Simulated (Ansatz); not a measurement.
# Si3N4 (P6_3/m):V_N (site 1), thermodynamic levels from a 42-atom cell

Aim: at which Fermi levels does V_N (site 1) in Si3N4 (P6_3/m) change its charge? The model is a cell of 42 host atoms with 1 N taken out.

Method: place-levels on PBEsol runs: charge-transition levels and formation energies with image-charge correction and potential alignment at the atomic sites; PAW set soft_1, in Ansatz 0.2.0.

### 1. Starting point

The cell holds 41 atoms: 18 Si and 23 N. Its edges and angles: a = 7.624 Å, b = 7.624 Å, c = 8.731 Å, α = 90.0°, β = 90.0°, γ = 120.0°. It derives from Si3N4 (space group P6_3/m). Nearest the centre at fractional (0.670, 0.700, 0.417): Si5 at 1.74 Å, Si19 at 1.74 Å, Si17 at 1.74 Å, N22 at 2.78 Å, N27 at 2.82 Å, N14 at 2.82 Å, N9 at 2.82 Å, N23 at 2.82 Å.

As a file:

```xyz
41
Lattice="7.6245 0.0000 0.0000 -3.8122 6.6030 0.0000 0.0000 0.0000 8.7308" Properties=species:S:1:pos:R:3 pbc="T T T"
Si   -1.3768    5.4544    2.1827
Si    2.2124    1.5348    0.7276
Si    4.0352    3.9196    0.7276
Si   -0.2230    2.6834    2.1827
Si    1.5999    5.0681    2.1827
Si    5.1891    1.1485    0.7276
N     0.0000    4.4020    2.1827
N     3.8122    2.2010    0.7276
N     4.8445    4.4239    2.1827
N    -1.4090    6.4074    0.7276
N     2.4413    4.6195    0.7276
N     1.3710    1.9835    2.1827
N    -1.0323    2.1790    0.7276
N     5.2212    0.1956    2.1827
Si   -1.3768    5.4544    5.0929
Si    2.2124    1.5348    3.6378
Si    4.0352    3.9196    3.6378
Si   -0.2230    2.6834    5.0929
Si    1.5999    5.0681    5.0929
Si    5.1891    1.1485    3.6378
N     0.0000    4.4020    5.0929
N     3.8122    2.2010    3.6378
N     4.8445    4.4239    5.0929
N    -1.4090    6.4074    3.6378
N     1.3710    1.9835    5.0929
N    -1.0323    2.1790    3.6378
N     5.2212    0.1956    5.0929
Si   -1.3768    5.4544    8.0032
Si    2.2124    1.5348    6.5481
Si    4.0352    3.9196    6.5481
Si   -0.2230    2.6834    8.0032
Si    1.5999    5.0681    8.0032
Si    5.1891    1.1485    6.5481
N     0.0000    4.4020    8.0032
N     3.8122    2.2010    6.5481
N     4.8445    4.4239    8.0032
N    -1.4090    6.4074    6.5481
N     2.4413    4.6195    6.5481
N     1.3710    1.9835    8.0032
N    -1.0323    2.1790    6.5481
N     5.2212    0.1956    8.0032
```

The host's dielectric constants go in as inputs: (4.29, 4.29, 4.37) for the electrons alone, (8.29, 8.29, 8.25) with the ions, from a response run on this crystal (DFPT, PBEsol) at that run's own cell.

The cell's shortest repeat is 7.6 Å.

### 2. What was run first

Levels follow from differences of total energies between charge states, each relaxed by itself.

Random displacements of about 0.05 Å break the site symmetry at the start, so that the relaxation can reach a distorted minimum if there is one. Forces are taken at one point at (¼, ¼, ¼). The cell holds 1 electron fewer than the neutral one, with a uniform background that keeps it neutral on the whole.

The sampling was tested on the host first: at the k-points planned (1x1x1 shifted 0.25 0.25 0.25) its energy lies -0.005 eV an atom from the dense-mesh value, under the bound of 0.02 eV set for this test; that bounds the host's error, not the defect's.

One state's input; the others differ in charge, spin, start and seed, and in occupations where the table says so.

The input, qp1.relax/input.yaml:

```yaml
crystal:
  lattice:
    - [7.62445725, 0.0, 0.0]
    - [-3.81222863, 6.60297367, 0.0]
    - [0.0, 0.0, 2.91025578]
  atoms:
    - { symbol: Si, position: [0.23244548, 0.82605591, 0.75] }
    - { symbol: Si, position: [0.40638957, 0.23244548, 0.25] }
    - { symbol: Si, position: [0.82605591, 0.59361043, 0.25] }
    - { symbol: Si, position: [0.17394409, 0.40638957, 0.75] }
    - { symbol: Si, position: [0.59361043, 0.76755452, 0.75] }
    - { symbol: Si, position: [0.76755452, 0.17394409, 0.25] }
    - { symbol: "N", position: [0.33333333, 0.66666667, 0.75] }
    - { symbol: "N", position: [0.66666667, 0.33333333, 0.25] }
    - { symbol: "N", position: [0.97038412, 0.66999117, 0.75] }
    - { symbol: "N", position: [0.30039294, 0.97038412, 0.25] }
    - { symbol: "N", position: [0.66999117, 0.69960706, 0.25] }
    - { symbol: "N", position: [0.33000883, 0.30039294, 0.75] }
    - { symbol: "N", position: [0.02961588, 0.33000883, 0.25] }
    - { symbol: "N", position: [0.69960706, 0.02961588, 0.75] }
  supercell: [1, 1, 3]
  defects: [{ vacancy: 24 }]
total_charge: 1
basis:
  ecutwfc: 420
  xc_grid: 2
hamiltonian:
  xc: pbesol
  pseudopotentials: { kind: paw, azcp: { folder: soft_1 }, xc_functional: pbe }
kpoints:
  mp_grid: { grid: [1, 1, 1], shift: [0.25, 0.25, 0.25] }
scf:
  occupations: { method: fixed }
  max_iter: 100
output:
  forces: true
  charged_corrections: { epsilon: [4.29, 4.29, 4.37], static_epsilon: [8.29, 8.29, 8.25] }
relax:
  f_tol: 0.02
  max_steps: 80
  random_displacement: { amplitude: 0.05, seed: 4556 }
checkpoint:
  write: "../qp1.relax.run"
  compress: false
  write_wavefunctions: true
  write_every: 100000
```

The run is started by

```
ansatz run input.yaml --threads 4 --pin off --max-ram 7536MiB --backend cpu --events-out ev --progress --plain --runs-dir out
```

The relaxed structure is kept and the sampling changed to a 2×2×2 shifted mesh.

The run of this state that the levels use, under PBEsol:

The input, qp1.point/input.yaml:

```yaml
crystal:
  checkpoint: "../qp1.relax.run"
  host: checkpoint
total_charge: 1
basis:
  ecutwfc: 420
  xc_grid: 2
hamiltonian:
  xc: pbesol
  pseudopotentials: { kind: paw, azcp: { folder: soft_1 }, xc_functional: pbe }
kpoints:
  mp_grid: { grid: [2, 2, 2], shift: [0.5, 0.5, 0.5] }
scf:
  occupations: { method: fermi_dirac, width: 0.01 }
  max_iter: 100
output:
  forces: true
  eigenvalues: true
  charged_corrections:
    epsilon: [4.29, 4.29, 4.37]
    static_epsilon: [8.29, 8.29, 8.25]
    defect_position: [0.669991, 0.699607, 0.416667]
  eigenstates: { localisation: true }
  populations: true
  band_densities: [{ bands: [v1, v1] }, { bands: [c1, c1] }]
  write_density: true
  write_potential: true
  volumetric_format: npy
checkpoint:
  read: "../qp1.relax.run"
  write: "../qp1.point.run"
  compress: false
  write_wavefunctions: false
  write_every: 100000
```

Relaxations under PBEsol at one point at (¼, ¼, ¼); times on 4 threads of Arm Neoverse V1, shared host:

```tsv
charge	moment (μB)	occupations	outcome	steps	largest displacement against the far atoms (Å)	time
0	1	fixed	converged	9	0.24	41 s
+1	0	fixed	converged	7	0.10	15 s
+2	1	fixed	converged	15	0.88	74 s
+3	0	fixed	not converged	-	-	12 s
+3	0	fermi-dirac	converged	12	0.89	31 s
+3	2	fixed	converged	15	0.88	85 s
```

Single points under PBEsol at a 2×2×2 shifted mesh; times on 4 threads of Arm Neoverse V1, shared host:

```tsv
charge	moment (μB)	occupations	outcome	time
0	1	fermi-dirac	converged	32 s
+1	0	fermi-dirac	converged	15 s
+2	1	fermi-dirac	converged	34 s
+3	0	fermi-dirac	converged	15 s
+3	2	fermi-dirac	converged	38 s
```

Distances (Å) from the ideal centre to the nearest atoms after relaxation with PBEsol:

```tsv
charge	moment (μB)	1.	2.	3.	4.	5.	6.
0	1	Si 1.53	Si 1.66	Si 1.81	N 2.61	N 2.71	N 2.72
+1	0	Si 1.73	Si 1.73	Si 1.83	N 2.76	N 2.78	N 2.78
+2	1	Si 1.81	Si 1.82	Si 2.57	N 2.77	N 2.77	N 2.82
+3	0	Si 2.10	Si 2.12	Si 2.60	N 2.76	N 2.77	N 2.81
+3	2	Si 1.80	Si 1.81	Si 2.58	N 2.76	N 2.76	N 2.81
```

### 3. Placing the levels, PBEsol

A charged cell interacts with its images and the background, and its potential has another zero than the host's. place-levels removes the first by a point-charge model, screened by the static dielectric constant since the ions have relaxed around the charge, and the second by comparing potentials at atoms far from the defect.

The host is a run of the defect-free crystal in the same cutoffs, grids and k-points, so that basis and sampling errors cancel in part in the differences. The host is run in a cell of 14 atoms on a matching mesh. Its band edges are searched through the zone by a band path, so the gap is smaller than, or equal to, that on the mesh. Chemical potentials are energies per atom of N (N2 molecule), run with the same functional and cutoff.

The input, levels.point.yaml:

```yaml
host:
  run: host.point.run
states: [q0_M1.point.run, qp1.point.run, qp2_M1.point.run, qp3.point.run, qp3_M2.point.run]
geometry_from:
  q0_M1.point.run: q0_M1.relax.run
  qp1.point.run: qp1.relax.run
  qp2_M1.point.run: qp2_M1.relax.run
  qp3.point.run: qp3.relax_smeared.run
  qp3_M2.point.run: qp3_M2.relax.run
  host.point.run: host.relax.run
chemical_potentials:
  "N":
    energy: -378.476431
    dataset: "<sha256 of the dataset>"
epsilon: [4.29, 4.29, 4.37]
static_epsilon: [8.29, 8.29, 8.25]
vertical:
  - { from: qp1.point.run, to: qp1.point_neutral.run }
  - { from: qp2_M1.point.run, to: qp2_M1.point_neutral.run }
  - { from: qp3.point.run, to: qp3.point_neutral.run }
  - { from: qp3_M2.point.run, to: qp3_M2.point_neutral.run }
```

The run is started by

```
ansatz place-levels levels.point.yaml -- --threads 4 --pin off --max-ram 7536MiB
```

What it wrote:

```text
[... repeated set-up lines and file paths are left out, and long positions are rounded to six places ...]
(+3/+2) 1.298 eV beneath the valence edge (-0.994 eV without the band-filling correction), in the valence band
(+2/+1) 0.247 eV beneath the valence edge (-0.567 eV without the band-filling correction), in the valence band
(+1/0) 1.567 eV above the valence edge, 2.621 eV under the conduction edge
formation energy of charge +3: +5.381 eV with the Fermi level at the valence edge
formation energy of charge +2: +4.083 eV with the Fermi level at the valence edge
formation energy of charge +1: +3.836 eV with the Fermi level at the valence edge
formation energy of charge 0: +5.403 eV with the Fermi level at the valence edge
vertical +1 to 0: no energy, since no alignment is typed
  the change from vertical[0].from (qp1.point.run) to vertical[0].to (qp1.point_neutral.run): by its potential at epsilon [4.29, 4.29, 4.37] it stands at 0.671 0.696 0.415, with an rms radius of about 1.8 Å (0.6 0.4 1.6 Å across the planes of the cell's [...]
vertical +2 to 0: no energy, since no alignment is typed
  the change from vertical[1].from (qp2_M1.point.run) to vertical[1].to (qp2_M1.point_neutral.run): by its potential at epsilon [4.29, 4.29, 4.37] it stands at 0.639 0.708 0.417, with an rms radius of about 1.9 Å (0.7 0.6 1.7 Å across the planes of the cell's [...]
vertical +3 to 0: no energy, since no alignment is typed
  the change from vertical[2].from (qp3.point.run) to vertical[2].to (qp3.point_neutral.run): by its potential at epsilon [4.29, 4.29, 4.37] it stands at 0.626 0.722 0.416, with an rms radius of about 2.2 Å (0.9 0.7 1.9 Å across the planes of the cell's [...]
vertical +3 to 0: no energy, since no alignment is typed
  the change from vertical[3].from (qp3_M2.point.run) to vertical[3].to (qp3_M2.point_neutral.run): by its potential at epsilon [4.29, 4.29, 4.37] it stands at 0.634 0.681 0.416, with an rms radius of about 2.8 Å (1.0 1.1 2.4 Å across the planes of the cell's [...]
  edges by pbesol, gap 4.188 eV; the host is sampled to repeats of 15.25 Å
  the defect's cells are sampled to repeats of 15.25 Å, like sampling
  charge +3: -19961.9556 eV with its correction of +1.503 eV, at epsilon [8.29, 8.29, 8.25], aligned at sites: -0.4658 eV, mean over 21 atomic sites at or beyond 3.81 Å from the host's site at [0.6704, 0.6989, 0.4167] by the defect at [0.6700, 0.6996, [...]
  charge +2: -19954.8298 eV with its correction of +0.532 eV, at epsilon [8.29, 8.29, 8.25], aligned at sites: -0.3788 eV, mean over 21 atomic sites at or beyond 3.81 Å from the host's site at [0.6704, 0.6989, 0.4167] by the defect at [0.6700, 0.6996, [...]
  charge +1: -19947.2770 eV with its correction of +0.075 eV, at epsilon [8.29, 8.29, 8.25], aligned at sites: -0.2473 eV, mean over 21 atomic sites at or beyond 3.81 Å from the host's site at [0.6704, 0.6989, 0.4167] by the defect at [0.6700, 0.6996, [...]
  charge 0: +0.000 eV for its dipole among its images, +0.015 omitted
  charge +3: states[4] (qp3_M2.point.run) stands 0.131 eV higher, with a moment of 2.00 μB against 0.00
  states[4] (qp3_M2.point.run): levels filled in part (TS 0.007 eV): its energy is of no whole electron's
  of states[3] (qp3.point.run): it parts from the run at its places by a charge that spreads by about 1.9 Å along one vector (1.5 Å or more is wide), by its potential at epsilon [4.29, 4.29, 4.37], taken for that of held ions (one typed too small widens it), [...]
  of states[2] (qp2_M1.point.run): it parts from the run at its places by a charge that spreads by about 1.7 Å along one vector (1.5 Å or more is wide), by its potential at epsilon [4.29, 4.29, 4.37], taken for that of held ions (one typed too small widens [...]
  of states[1] (qp1.point.run): it parts from the run at its places by a charge that spreads by about 1.6 Å along one vector (1.5 Å or more is wide), by its potential at epsilon [4.29, 4.29, 4.37], taken for that of held ions (one typed too small widens it), [...]
  of states[0] (q0_M1.point.run): its displacements don't fall off away from the defect: farther atoms stand 0.033 Å off the host's places. [...]
  of states[4] (qp3_M2.point.run): it parts from the run at its places by a charge that spreads by about 2.4 Å along one vector (1.5 Å or more is wide), by its potential at epsilon [4.29, 4.29, 4.37], taken for that of held ions (one typed too small widens [...]
  of vertical[0].from (qp1.point.run): its displacements don't fall off away from the defect: farther atoms stand 0.016 Å off the host's places. [...]
  vertical[0].to (qp1.point_neutral.run): levels filled in part (TS 0.007 eV): its energy is of no whole electron's
  of vertical[0].to (qp1.point_neutral.run): its displacements don't fall off away from the defect: farther atoms stand 0.016 Å off the host's places. [...]
  of vertical[1].from (qp2_M1.point.run): its displacements don't fall off away from the defect: farther atoms stand 0.032 Å off the host's places. [...]
  of vertical[1].to (qp2_M1.point_neutral.run): its displacements don't fall off away from the defect: farther atoms stand 0.032 Å off the host's places. [...]
  of vertical[2].from (qp3.point.run): its displacements don't fall off away from the defect: farther atoms stand 0.039 Å off the host's places. [...]
  of vertical[2].to (qp3.point_neutral.run): its displacements don't fall off away from the defect: farther atoms stand 0.039 Å off the host's places. [...]
  vertical[3].from (qp3_M2.point.run): levels filled in part (TS 0.007 eV): its energy is of no whole electron's
  of vertical[3].from (qp3_M2.point.run): its displacements don't fall off away from the defect: farther atoms stand 0.041 Å off the host's places. [...]
  of vertical[3].to (qp3_M2.point_neutral.run): its displacements don't fall off away from the defect: farther atoms stand 0.041 Å off the host's places. [...]
```

The job ended after 0.49 s (4 threads of Arm Neoverse V1, shared host).

Levels between the charges placed, in eV above the valence top:

```tsv
	gap (eV)	(+3/+2)	(+2/+1)	(+1/0)
PBEsol	4.19	-1.30	-0.25	1.57
```

Corrections by state:

```tsv
charge	moment (μB)	image terms and alignment (eV)	band filling (eV)	ε used	over the lowest of its charge, as the program ranks them, band filling apart (eV)
+3	0.0	1.503	-0.016	principal values (8.25, 8.29, 8.29)	0.000
+2	1.0	0.532	-0.320	principal values (8.25, 8.29, 8.29)	0.000
+1	0.0	0.075	-	principal values (8.25, 8.29, 8.29)	0.000
0	1.0	0.000	-	-	0.000
+3	2.0	1.091	-	principal values (8.25, 8.29, 8.29)	0.131
```

The charged structures listed were also run neutral, and place-levels reads from each pair, by the potential or the spins, how wide the charge is by which they differ; that can be the carrier of either run.

```tsv
charge	rms radius (Å)	spread where it is widest against the cell (Å)	wide from (Å)	reading
+3	2.2	1.92	1.51	wide
+2	1.9	1.69	1.51	wide
+1	1.8	1.59	1.51	wide
```

The neutral runs of these pairs need not share the spin of the lowest neutral state, and very wide values only mean spread over the cell.

From the program's caveats on the states, each cut to its opening words:

- charge +3: it parts from the run at its places by a charge that spreads by about 1.9 Å along one vector (1.5 Å or more is wide), by its potential at epsilon [4.29, 4.29, [...]
- charge +3: a band-filling correction moves a carrier to the host's band edge, which changes its energy by -0.016 eV
- charge +3: its sublattices stand up to 0.1830 Å off the host's, which by the two runs' forces adds about +0.03 eV to its energy against the host's, and moves the band [...]
- charge +3: its displacements don't fall off away from the defect: farther atoms stand 0.039 Å off the host's places
- charge +2 (1 μB): it parts from the run at its places by a charge that spreads by about 1.7 Å along one vector (1.5 Å or more is wide), by its potential at epsilon [4.29, 4.29, [...]
- charge +2 (1 μB): a band-filling correction moves a carrier to the host's band edge, which changes its energy by -0.320 eV
- charge +2 (1 μB): its alignment with the host at atomic sites is doubtful: the mean over the far sites moves by -0.0601 eV from their farther parts to their nearer, more than [...]
- charge +2 (1 μB): its sublattices stand up to 0.0837 Å off the host's, which by the two runs' forces adds about +0.03 eV to its energy against the host's, and moves the band [...]
- charge +2 (1 μB): its displacements don't fall off away from the defect: farther atoms stand 0.032 Å off the host's places
- charge +1: it parts from the run at its places by a charge that spreads by about 1.6 Å along one vector (1.5 Å or more is wide), by its potential at epsilon [4.29, 4.29, [...]
- charge +1: its sublattices stand up to 0.0422 Å off the host's, which by the two runs' forces adds about +0.01 eV to its energy against the host's, and moves the band [...]
- charge +1: its displacements don't fall off away from the defect: farther atoms stand 0.016 Å off the host's places
- charge 0 (1 μB): its displacements don't fall off away from the defect: farther atoms stand 0.033 Å off the host's places
- charge +3 (2 μB): it parts from the run at its places by a charge that spreads by about 2.4 Å along one vector (1.5 Å or more is wide), by its potential at epsilon [4.29, 4.29, [...]

Chemical potentials of the elements' reference phases, run alike. Formation energies (elemental references), with the Fermi level at the valence top and at the conduction bottom (gap 4.19 eV):

```tsv
charge	at valence top (eV)	at conduction bottom (eV)	correction included (eV)
+3	5.38	17.94	1.49
+2	4.08	12.46	0.21
+1	3.84	8.02	0.08
0	5.40	5.40	0.00
```

Fermi level (eV), lowest formation energy (eV) and a bar from the least value:
```
     0.00       3.84 
     0.38       4.22 #######
     0.76       4.60 ###############
     1.14       4.98 ######################
     1.52       5.36 #############################
     1.90       5.40 ##############################
     2.29       5.40 ##############################
     2.67       5.40 ##############################
     3.05       5.40 ##############################
     3.43       5.40 ##############################
     3.81       5.40 ##############################
     4.19       5.40 ##############################
```

### 4. What came out

```yaml
gap_of_the_host: 4.19 eV (PBEsol)
level_plus_3_plus_2: 1.30 eV below the valence top (-0.99 eV above the valence top without the band-filling term)
level_plus_2_plus_1: 0.25 eV below the valence top (-0.57 eV above the valence top without the band-filling term)
level_plus_1_over_0: 1.57 eV above the valence top
lowest_of_the_charges_placed_just_above_the_valence_top_0p02_ev: +1
lowest_of_the_charges_placed_just_below_the_conduction_bottom_0p02_ev: 0
lowest_formation_energy_at_mid_gap_of_the_charges_run_elemental_references: 5.40 eV
```

In words: Of the charges placed (0, +1, +2 and +3), the lowest changes at 1.57 eV (+1/0) above the valence top, in a gap of 4.19 eV. Charges below 0 were not placed, so these runs say nothing of levels that involve them. States placed: +3 at 0 μB and 2 μB; +2 at 1 μB; +1 at 0 μB; 0 at 1 μB. Other spin states or structures, where not listed, weren't placed. The program finds carriers beyond a band edge of the host and adds a band-filling term at charge +2 (-0.32 eV) and +3 (-0.02 eV); steps to such a charge show no bound level, and a defect level inside a band would be read the same way. Corrections reach 1.5 eV, so the cell is small for these charges and their levels are rough. The program doubts the alignment of potentials for at least one state, a sign that the cell is small. Limits: the images are only 7.6 Å apart; PBEsol makes the gap too small and tends to spread out bound carriers; where a gas molecule sets a chemical potential or the host's formation energy, its binding is uncorrected; force components of up to 0.40 eV/Å remain in a run at the final settings.

[Logs are printed without paths, hosts, clocks, repeated set-up lines and the standing remarks that a program may print on its own settings, such as how far it seeks lower states.]

[Hosts, paths, dates, database ids (printed as entryN), source tags and the programs' standing remarks are cut or masked in the printed files.]

[Where a table of states has a column of steps, it counts the stored structures, which are thinned; the runs took as many ionic steps or more.]

[A defect's name tells the site on which it was built; relaxed atoms can leave that site.]

[For some hosts the program warned that the k-mesh of the response run may be too coarse for force constants and the static dielectric constant; such warnings are not shown here.]
